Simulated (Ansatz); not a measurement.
Crystal: La2O3.

```
La O
1.0
     6.26678    0.00000    0.00000
    -3.13339    5.42719    0.00000
     0.00000    0.00000    3.29977
La O
2 3
Direct
  0.66667 0.33333 0.50000
  0.33333 0.66667 0.50000
  0.50801 0.00000 0.00000
  0.00000 0.50801 0.00000
  0.49199 0.49199 0.00000
```

The cell comes from a database or a generator and needn't be the stable form of this composition.

Base run:

* Program: Ansatz 0.2.0
* Functional: LDA
* Potentials or basis: all-electron LAPW, scalar-relativistic
* Cutoff: 236 eV
* Density cutoff: 945 eV
* Basis error allowed: 0.002 eV/atom
* k mesh: 5 × 5 × 8
* Occupations: fermi-dirac, width 0.05 eV
* Spin: no spin polarisation

Its results: band gap on the k mesh 1.38 eV, indirect (least direct gap 1.91 eV); pressure -3.2 GPa; largest force 0.073 eV/Å.

Problem. The run is repeated on the same cell with these changes: functional from LDA to PBEsol. What comes out?

Solution. Band gap on the k mesh 1.46 eV, indirect (least direct gap 1.98 eV); pressure -1.0 GPa; largest force 0.061 eV/Å.

PBEsol binds less tightly than LDA, so the same cell stands under more pressure.

Caveats: spin-orbit coupling is left out, which moves the levels of the heavy elements.

Not every run made on this cell is shown here.
